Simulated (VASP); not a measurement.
**Vibrations of ZnO (zincite): a test of the settings**

How far do the zone-centre frequencies of ZnO (zincite) depend on the numerical settings? The starting structure is a measured crystal structure from the Crystallography Open Database.

Main program and level: VASP 6.6.1; Kohn-Sham DFT with plane waves and PAW; LDA.

### 1. Set-up

The structure is hexagonal, space group P6_3mc (No. 186). The conventional cell has a = 3.249 Å, b = 3.249 Å, c = 5.206 Å, α = 90.00°, β = 90.00°, γ = 120.00°. Nearest to Zn lie 4 O at 1.97 to 1.98 Å. Nearest to O lie 4 Zn at 1.97 to 1.98 Å. Farther neighbours and most contacts between anions are not listed.

As a file:

```cif
data_structure
_symmetry_space_group_name_H-M 'P6_3mc'
_symmetry_Int_Tables_number 186
_cell_length_a 3.2493
_cell_length_b 3.2493
_cell_length_c 5.2057
_cell_angle_alpha 90.000
_cell_angle_beta 90.000
_cell_angle_gamma 120.000
_cell_volume 47.60
loop_
_atom_site_label
_atom_site_type_symbol
_atom_site_symmetry_multiplicity
_atom_site_Wyckoff_symbol
_atom_site_fract_x
_atom_site_fract_y
_atom_site_fract_z
_atom_site_occupancy
Zn1 Zn 2 b 0.66667 0.33333 0.00000 1
O1 O 2 b 0.33333 0.66667 0.87901 1
```

### 2. Reference modes

The cell comes from a relaxation at this level, not shown (45.69 Å³).

INCAR

```
SYSTEM = ZnO
PREC = Accurate
ENCUT = 520
EDIFF = 1E-08
NELM = 100
ISMEAR = 0
SIGMA = 0.03
LREAL = .FALSE.
ALGO = Normal
GGA = CA
NBANDS = 24
LORBIT = 11
LWAVE = .FALSE.
LCHARG = .FALSE.
KPAR = 8
IBRION = 8
LEPSILON = .TRUE.
LPEAD = .TRUE.
ISIF = 2
```

POSCAR

```
ZnO
1.0
    3.1956798486      0.0000000000      0.0000000000
   -1.5978399243      2.7675399312      0.0000000000
    0.0000000000      0.0000000000      5.1657050116
Zn O
2 2
Direct
    0.6666666667      0.3333333333      0.0002688976
    0.3333333333      0.6666666667      0.5002688976
    0.3333333333      0.6666666667      0.8787411024
    0.6666666667      0.3333333333      0.3787411024
```

KPOINTS

```
Automatic mesh
0
Gamma
12 12 6
0 0 0
```

PAW data sets: Zn and O (LDA family, release 64).

On the command line:

```
$ mpirun -np 8 vasp_std
```

The program printed:

```text
[banner, memory and clock lines left out]
running    8 mpi-ranks, on    1 nodes
 distrk:  each k-point on    1 cores,    8 groups
 distr:  one band on    1 cores,    1 groups

 POSCAR found type information on POSCAR ZnO
 POSCAR found :  2 types and       4 ions
|                                                                             |
|           W    W    AA    RRRRR   N    N  II  N    N   GGGG   !!!           |
|           W    W   A  A   R    R  NN   N  II  NN   N  G    G  !!!           |
|           W    W  A    A  R    R  N N  N  II  N N  N  G       !!!           |
|           W WW W  AAAAAA  RRRRR   N  N N  II  N  N N  G  GGG   !            |
|           WW  WW  A    A  R   R   N   NN  II  N   NN  G    G                |
|           W    W  A    A  R    R  N    N  II  N    N   GGGG   !!!           |
|                                                                             |
|     For optimal performance we recommend to set                             |
|       NCORE = 2 up to number-of-cores-per-socket                            |
|     NCORE specifies how many cores store one orbital (NPAR=cpu/NCORE).      |
|     This setting can greatly improve the performance of VASP for DFT.       |
|     The default, NCORE=1 might be grossly inefficient on modern             |
|     multi-core architectures or massively parallel machines. Do your        |
|     Unfortunately you need to use the default for GW and RPA                |
|     calculations (for HF NCORE is supported but not extensively tested      |
|     yet).                                                                   |
|                                                                             |

 LDA part: xc-table for (Slater(with rela. corr.)+CA(PZ))
 , standard interpolation
 POSCAR, INCAR and KPOINTS ok, starting setup
 FFT: planning ... GRIDC
 FFT: planning ... GRID_SOFT
 FFT: planning ... GRID
 WAVECAR not read
 entering main loop
       N       E                     dE             d eps       ncg     rms          rms(c)
DAV:   1     0.273270527424E+03    0.27327E+03   -0.18734E+04  3752   0.222E+03
DAV:   2     0.183032512435E+01   -0.27144E+03   -0.25778E+03  3984   0.423E+02
DAV:   3    -0.238535148661E+02   -0.25684E+02   -0.25489E+02  4160   0.138E+02
DAV:   4    -0.242304781553E+02   -0.37696E+00   -0.37680E+00  4216   0.175E+01
DAV:   5    -0.242327266590E+02   -0.22485E-02   -0.22485E-02  4184   0.130E+00    0.154E+01
DAV:   6    -0.210833078287E+02    0.31494E+01   -0.82794E+00  6272   0.658E+01    0.988E+00
DAV:   7    -0.212201449946E+02   -0.13684E+00   -0.25093E+00  3792   0.175E+01    0.576E+00
DAV:   8    -0.212095091601E+02    0.10636E-01   -0.65478E-01  4912   0.751E+00    0.168E+00
DAV:   9    -0.211564142191E+02    0.53095E-01   -0.12672E-01  5544   0.706E+00    0.335E-01
DAV:  10    -0.211587813757E+02   -0.23672E-02   -0.40698E-02  3688   0.145E+00    0.103E-01
DAV:  11    -0.211586864951E+02    0.94881E-04   -0.66434E-04  4336   0.234E-01    0.238E-02
DAV:  12    -0.211586889476E+02   -0.24526E-05   -0.46751E-05  4104   0.172E-01    0.901E-03
DAV:  13    -0.211586907997E+02   -0.18521E-05   -0.70959E-06  5704   0.773E-02    0.122E-02
DAV:  14    -0.211586886073E+02    0.21924E-05   -0.38801E-06  4856   0.197E-02    0.319E-03
DAV:  15    -0.211586885464E+02    0.60956E-07   -0.82975E-07  3888   0.732E-03    0.122E-03
DAV:  16    -0.211586885247E+02    0.21690E-07   -0.94980E-09  2864   0.128E-03    0.950E-04
DAV:  17    -0.211586885043E+02    0.20342E-07   -0.72161E-08  4904   0.269E-03    0.175E-04
DAV:  18    -0.211586884993E+02    0.50040E-08   -0.72815E-09  1936   0.973E-04
   1 F= -.21158688E+02 E0= -.21158688E+02  d E =-.113949E-14
 Linear response reoptimize wavefunctions to high precision
DAV:   1    -0.211586884985E+02    0.83310E-09   -0.10844E-09  1984   0.305E-04
DAV:   2    -0.211586884985E+02   -0.63665E-11   -0.96052E-11  1928   0.912E-05
 Linear response to external field (no local field effect), progress :
  Direction:   1
       N       E                     dE             d eps       ncg     rms          rms(c)
RMM:   1    -0.404134489241E+00   -0.40413E+00   -0.16072E+00  3764   0.484E+00
RMM:   2    -0.466274078168E+00   -0.62140E-01   -0.15245E-02  3791   0.120E+00
RMM:   3    -0.468106987556E+00   -0.18329E-02   -0.17550E-03  3838   0.199E-01
RMM:   4    -0.468125296590E+00   -0.18309E-04   -0.47656E-05  4073   0.323E-02
RMM:   5    -0.468126018291E+00   -0.72170E-06   -0.36085E-06  4100   0.568E-03
RMM:   6    -0.468126010840E+00    0.74502E-08   -0.26204E-07  3607   0.116E-03
RMM:   7    -0.468126009311E+00    0.15293E-08   -0.11865E-08  1153   0.254E-04
 change of polarisation eV/A/(eV/A) component  1 :     0.936    -0.297    -0.117
 dielectric tensor                  component  1 :     4.708    -1.175    -0.465
 Linear response to external field (no local field effect), progress :
  Direction:   2
       N       E                     dE             d eps       ncg     rms          rms(c)
RMM:   1    -0.502950466773E+00   -0.50295E+00   -0.20261E+00  3738   0.490E+00
RMM:   2    -0.580734130345E+00   -0.77784E-01   -0.17107E-02  3791   0.123E+00
RMM:   3    -0.582834255091E+00   -0.21001E-02   -0.19363E-03  3862   0.207E-01
RMM:   4    -0.582852346920E+00   -0.18092E-04   -0.53436E-05  4061   0.326E-02
[...]
Linear response progress:
  Degree of freedom:   1/  4
       N       E                     dE             d eps       ncg     rms          rms(c)
RMM:   1    -0.210802573145E+00   -0.21080E+00    0.30104E-02 37874   0.259E+00
RMM:   2    -0.209045134004E+00    0.17574E-02   -0.40289E-03 30937   0.618E-01    0.216E-01
RMM:   3    -0.208792175712E+00    0.25296E-03   -0.18759E-04 36484   0.993E-02    0.128E-01
RMM:   4    -0.208366296274E+00    0.42588E-03   -0.14742E-05 35230   0.352E-02    0.376E-03
RMM:   5    -0.208353834690E+00    0.12462E-04   -0.82040E-07 37906   0.645E-03    0.130E-03
RMM:   6    -0.208350981471E+00    0.28532E-05   -0.66099E-08 35109   0.184E-03    0.270E-04
RMM:   7    -0.208350642433E+00    0.33904E-06   -0.10023E-08 38150   0.414E-04    0.790E-05
RMM:   8    -0.208350157547E+00    0.48489E-06    0.42627E-08 36011   0.103E-04    0.187E-05
RMM:   9    -0.208350175546E+00   -0.17999E-07    0.23561E-08 38025   0.337E-05    0.620E-06
RMM:  10    -0.208350232337E+00   -0.56792E-07    0.20576E-08 35695   0.130E-05    0.149E-06
RMM:  11    -0.208350210121E+00    0.22216E-07    0.35141E-09 29737   0.873E-06    0.455E-07
RMM:  12    -0.208350184066E+00    0.26055E-07   -0.33887E-10 17902   0.748E-06    0.861E-08
 first order change of Fermi-energy   0.11996E-04
 force on displaced ion       1 direction 1 :  -8.498   0.000   0.000
 Born effective charge ion    1 direction 1 :   2.074  -0.000  -0.000
 Linear response progress:
  Degree of freedom:   2/  4
       N       E                     dE             d eps       ncg     rms          rms(c)
RMM:   1    -0.222187044380E+00   -0.22219E+00    0.31595E-02  8699   0.265E+00
RMM:   2    -0.218283949860E+00    0.39031E-02   -0.39769E-03  7039   0.681E-01    0.210E-01
RMM:   3    -0.217919429874E+00    0.36452E-03   -0.33773E-04  7969   0.131E-01    0.127E-01
RMM:   4    -0.217446145484E+00    0.47328E-03   -0.26825E-04  8225   0.917E-02    0.329E-02
RMM:   5    -0.217338886820E+00    0.10726E-03    0.44785E-05  7572   0.237E-02    0.548E-03
RMM:   6    -0.217352318622E+00   -0.13432E-04   -0.24089E-05  8735   0.707E-03    0.261E-03
RMM:   7    -0.217353393476E+00   -0.10749E-05    0.82798E-06  7786   0.332E-03    0.762E-04
RMM:   8    -0.217354875221E+00   -0.14817E-05   -0.12862E-06  8653   0.103E-03    0.212E-04
RMM:   9    -0.217354895757E+00   -0.20536E-07   -0.19087E-07  8500   0.305E-04    0.606E-05
RMM:  10    -0.217354982671E+00   -0.86915E-07   -0.10166E-07  8048   0.107E-04    0.158E-05
RMM:  11    -0.217354866463E+00    0.11621E-06   -0.68226E-08  8756   0.427E-05    0.338E-06
RMM:  12    -0.217354925220E+00   -0.58756E-07   -0.50561E-08  8235   0.132E-05    0.120E-06
RMM:  13    -0.217354969335E+00   -0.44116E-07    0.68544E-09  6733   0.861E-06    0.315E-07
RMM:  14    -0.217354912320E+00    0.57015E-07    0.11327E-09  4038   0.722E-06    0.157E-07
RMM:  15    -0.217354937272E+00   -0.24952E-07   -0.32756E-10  3774   0.721E-06    0.403E-08
 first order change of Fermi-energy   0.28495E+00
 force on displaced ion       1 direction 3 :   0.000  -0.000 -12.444
 Born effective charge ion    1 direction 3 :   0.000   0.000   2.130
 Linear response progress:
  Degree of freedom:   3/  4
       N       E                     dE             d eps       ncg     rms          rms(c)
RMM:   1    -0.359083434543E+00   -0.35908E+00    0.56506E-01 46426   0.422E+00
RMM:   2    -0.350489348323E+00    0.85941E-02   -0.10678E-02 29898   0.109E+00    0.234E-01
RMM:   3    -0.351665073166E+00   -0.11757E-02   -0.99501E-04 34900   0.240E-01    0.130E-01
RMM:   4    -0.352977099205E+00   -0.13120E-02   -0.30197E-04 30596   0.111E-01    0.172E-02
RMM:   5    -0.352984305754E+00   -0.72065E-05   -0.13284E-05 36937   0.267E-02    0.371E-03
RMM:   6    -0.352899045949E+00    0.85260E-04   -0.87269E-07 30862   0.691E-03    0.980E-04
RMM:   7    -0.352898347049E+00    0.69890E-06   -0.15179E-07 37380   0.190E-03    0.354E-04
RMM:   8    -0.352896386846E+00    0.19602E-05    0.60693E-10 37136   0.381E-04    0.684E-05
RMM:   9    -0.352895391289E+00    0.99556E-06   -0.71956E-09 33167   0.101E-04    0.205E-05
RMM:  10    -0.352895726821E+00   -0.33553E-06    0.12281E-09 33128   0.556E-05    0.483E-06
RMM:  11    -0.352895806482E+00   -0.79660E-07   -0.33027E-09 37280   0.242E-05    0.294E-06
RMM:  12    -0.352895741719E+00    0.64763E-07   -0.10047E-08 33133   0.141E-05    0.680E-07
RMM:  13    -0.352895744630E+00   -0.29113E-08   -0.68529E-09 18220   0.110E-05    0.196E-07
 first order change of Fermi-energy   0.77435E-05
 force on displaced ion       3 direction 1 :  -9.073  -0.000   0.000
 Born effective charge ion    3 direction 1 :  -2.075   0.000   0.000
 Linear response progress:
  Degree of freedom:   4/  4
       N       E                     dE             d eps       ncg     rms          rms(c)
RMM:   1    -0.378680479131E+00   -0.37868E+00    0.56766E-01 10574   0.416E+00
RMM:   2    -0.369132152401E+00    0.95483E-02   -0.10721E-02  6739   0.111E+00    0.330E-01
RMM:   3    -0.370127808269E+00   -0.99566E-03   -0.14168E-03  7266   0.275E-01    0.167E-01
RMM:   4    -0.371204043724E+00   -0.10762E-02   -0.42141E-04  7004   0.131E-01    0.392E-02
RMM:   5    -0.371329594052E+00   -0.12555E-03   -0.26394E-05  8276   0.316E-02    0.105E-02
RMM:   6    -0.371212865507E+00    0.11673E-03   -0.69152E-06  7367   0.171E-02    0.221E-03
RMM:   7    -0.371229464100E+00   -0.16599E-04   -0.19089E-06  7816   0.471E-03    0.692E-04
RMM:   8    -0.371234457475E+00   -0.49934E-05   -0.26316E-07  7653   0.165E-03    0.427E-04
RMM:   9    -0.371228910053E+00    0.55474E-05    0.66004E-08  7211   0.545E-04    0.559E-05
RMM:  10    -0.371228550292E+00    0.35976E-06   -0.15007E-08  8444   0.150E-04    0.301E-05
RMM:  11    -0.371228847970E+00   -0.29768E-06    0.12327E-09  7319   0.587E-05    0.788E-06
RMM:  12    -0.371228826018E+00    0.21951E-07   -0.42696E-09  7985   0.264E-05    0.382E-06
RMM:  13    -0.371228882058E+00   -0.56039E-07   -0.73941E-10  7791   0.175E-05    0.206E-06
RMM:  14    -0.371228902191E+00   -0.20134E-07    0.55257E-11  7669   0.138E-05    0.918E-07
RMM:  15    -0.371228890593E+00    0.11599E-07   -0.29000E-10  4776   0.115E-05    0.211E-07
RMM:  16    -0.371228848329E+00    0.42264E-07   -0.76926E-10  4404   0.114E-05    0.782E-08
 first order change of Fermi-energy  -0.28511E+00
 force on displaced ion       3 direction 3 :  -0.000  -0.000 -12.614
 Born effective charge ion    3 direction 3 :   0.000   0.000  -2.129
 Born effective charges drift removed
 Linear response finished
```

It took 3.9 min on 8 MPI ranks of AMD EPYC 9R14 (Zen 4), shared host; peak memory 8.8 GiB.

Lines that name or quote the potential files are left out of all logs, and their timing lines are given in words.

(Part 1 of 3 ends here.)

[Lines on the potential files, build, host, timing and source positions are cut from VASP's logs without a mark.]

[Logs are printed without paths, hosts, clocks, repeated set-up lines and the standing remarks that a program may print on its own settings, such as how far it seeks lower states.]

[Hosts, paths, dates, database ids (printed as entryN), source tags and the programs' standing remarks are cut or masked in the printed files.]
